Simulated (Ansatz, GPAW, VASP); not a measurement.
**One calculation of TePb, 3 ways**

```
Pb Te
1.0
     0.00000    3.23100    3.23100
     3.23100    0.00000    3.23100
     3.23100    3.23100    0.00000
Pb Te
1 1
Direct
  0.00000 0.00000 0.00000
  0.50000 0.50000 0.50000
```

Alike in all runs: task single point; functional PBE; k mesh 7 × 7 × 7; occupations gaussian, width 0.029 eV; no spin polarisation; no spin-orbit coupling. Pressure is positive in compression and, in plane waves, holds the error of the finite cutoff.

| program and potentials | plane-wave cutoff (eV) | notes | pressure (GPa) |
| --- | --- | --- | --- |
| GPAW, GPAW PAW data sets (gpaw-data 1.2.1) | 600 | - | 1.83 |
| Ansatz, all-electron LAPW, scalar-relativistic | - | - | 2.12 |
| VASP, PBE PAW files Pb_d, Te, 520 eV | 520 | - | 2.05 |

The pressure spans 1.83 (GPAW, GPAW PAW data sets (gpaw-data 1.2.1)) to 2.12 GPa (Ansatz, all-electron LAPW, scalar-relativistic), with all-electron results at 2.12.

The functional is the same throughout but for its coding, so the spread measures potentials, basis and numerics; runs on potential files found faulty are left out.

All three calculations put PbTe under compression in this cell, so PBE would favour a larger volume. As the cell lies close to the measured lattice constant, this is the familiar PBE overestimate of the size of heavy-element solids. Its gradient correction lowers the energy of more inhomogeneous densities and so weakens the cohesion between large ions, while the dispersion attraction between the polarisable Pb and Te shells is largely missing; both probably contribute to the outward push.

The sign of the pressure does not depend on the treatment of the core, and the difference between programs is small beside the pressure itself. VASP at 2.05 GPa lies close to the all-electron 2.12 GPa, whereas GPAW falls lower at 1.83 GPa despite its higher cutoff. The nominal cutoff alone therefore does not order the results, since data sets differ in hardness. A pressure at one volume gives no bulk modulus, so the size of the expansion to equilibrium remains undetermined.
